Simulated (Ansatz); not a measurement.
AlN built on the zincblende prototype, relaxed with r2SCAN in the PAW code Ansatz. It is cubic, F-43m (No. 216); a = 4.370 Å in the conventional setting, 10.43 Å³ an atom. Al has 4 N at 1.89 Å; N has 4 Al at 1.89 Å.

The axes x, y and z are those of this cell:
```xyz
2
Lattice="0.0000 2.1849 2.1849 2.1849 0.0000 2.1849 2.1849 2.1849 0.0000" Properties=species:S:1:pos:R:3 pbc="T T T"
Al    0.0000    0.0000    0.0000
N     1.0924    1.0924    1.0924
```

Unstrained: The PBE gap is indirect, 3.325 eV (Γ to X), below the direct gap of 4.176 eV at Γ. With r2SCAN the valence top lies at Γ and the conduction bottom at X, 3.941 eV higher; the smallest vertical gap, at Γ, is 4.842 eV. With HSE06 the valence top lies at Γ and the conduction bottom at X, 4.552 eV higher; the smallest vertical gap, at Γ, is 5.547 eV. Meshes: PBE 10×10×10, r2SCAN 10×10×10, HSE06 8×8×8. Strains are changes of length per length, and xy shears are angles. After each strain the atoms were relaxed again with r2SCAN within the symmetry that the strain leaves, so tilts or polar shifts that break it weren't tested; points keep the names that they have in the unstrained zone. (Simulation; spin polarisation is off.)

(1) Estimate what uniaxial +3.35 % along [111], other directions held does to the gap.

(2) Apply epitaxial -1.13 % in the xy plane, free normal strain +1.16 %. How far does the gap move, against the unstrained cell?

(3) Estimate what xy shear, engineering strain (angle) -0.31 % does to the gap.

(4) Order the strained cells by their HSE06 gap, smallest first.
A. uniaxial +3.35 % along [111], other directions held
B. epitaxial -1.13 % in the xy plane
C. xy shear, engineering strain (angle) -0.31 %

## Answers

(1) PBE: the gap goes from 3.325 to 3.201 eV (-0.124 eV); with r2SCAN the top three valence levels at Γ, degenerate before, become 2+1 from the top over 266 meV. r2SCAN: the gap goes from 3.941 to 3.805 eV (-0.136 eV). HSE06: the gap goes from 4.552 to 4.415 eV (-0.137 eV). The r2SCAN energy rises by 16.6 meV an atom.

(2) PBE: the gap goes from 3.325 to 3.265 eV (-0.060 eV); with r2SCAN the top three valence levels at Γ, degenerate before, become 2+1 from the top over 103 meV. r2SCAN: the gap goes from 3.941 to 3.882 eV (-0.059 eV). HSE06: the gap goes from 4.552 to 4.495 eV (-0.057 eV). The r2SCAN energy rises by 2.6 meV an atom.

(3) PBE: the gap goes from 3.325 to 3.312 eV (-0.013 eV); with r2SCAN the top three valence levels at Γ, degenerate before, become 1+1+1 from the top over 27 meV. r2SCAN: the gap goes from 3.941 to 3.928 eV (-0.013 eV). HSE06: the gap goes from 4.552 to 4.539 eV (-0.013 eV). The r2SCAN energy rises by 0.1 meV an atom.

(4) A (4.41 eV), B (4.49 eV), C (4.54 eV).

The meshes of the hybrids are coarse, so their gaps aren't converged to the digits shown.

The splittings at Γ are without spin-orbit coupling, which regroups them where it is of like size or larger.
